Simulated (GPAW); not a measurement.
Runs of GPAW 26.7.0 on SnO. Symmetry: P4/nmm, No. 129, tetragonal system. The conventional cell has a = 3.814 Å, b = 3.814 Å, c = 4.887 Å, α = 90.00°, β = 90.00°, γ = 90.00°. Sn (site symmetry 4mm) is surrounded by 4 O at 2.23 Å. O (site symmetry -4m2) is surrounded by 4 Sn at 2.23 Å. The cell is a database's computed one.

```csv
task,level,potentials or basis,cell,k mesh,cutoff (eV),smearing,maxiter,band path,band points,convergence,response ecut,gap on the mesh (eV),pressure (GPa),largest force (eV/Å)
band structure,LDA,"the program's PAW data sets (release 1.2.1) made for this functional, pw",as given,6 × 6 × 5,800,fermi-dirac 0.05 eV,150,"GXMGZRAZ,XR,MA",80,-,-,0.23,(a),0.30
single point,LDA,"the program's PAW data sets (release 1.2.1) made for this functional, pw",as given,6 × 6 × 5,600,fermi-dirac 0.05 eV,120,-,-,default,-,0.23,-6.7,0.30
dielectric tensor,LDA,"the program's PAW data sets (release 1.2.1) made for this functional, pw",as given,6 × 6 × 5,600,fermi-dirac 0.001 eV,150,-,-,-,80 eV,0.23,-,-
single point,PBEsol,"PAW data sets generated in the run's folder for this functional, pw",as given,7 × 7 × 6,800,fermi-dirac 0.05 eV,150,-,-,-,-,0.36,(b),0.02
single point,PBEsol,"PAW data sets generated in the run's folder for this functional, pw","atoms moved at random, drawn with an rms of 0.05 Å",7 × 7 × 6,800,fermi-dirac 0.05 eV,150,-,-,-,-,0.58,1.2,0.79
```

Alike in all rows: no spin polarisation.

Question: Estimate the missing entries.

Answer: (a) -4.1; (b) -1.2.

Caveats: spin-orbit coupling is left out, which moves the levels of the heavy elements; an odd mesh through Γ misses points on the zone boundary, where band edges often lie (some runs); the cutoff is short for stress and forces, so pressures can be off by a GPa or more (some runs); the gap is small at this level, which inflates the dielectric constant (some runs); the long-wavelength limit can be off by a per cent or two (some runs).

A k mesh can miss the band edges, and the runs leave out spin-orbit coupling on Sn.

Runs at the PBE level aren't shown here.
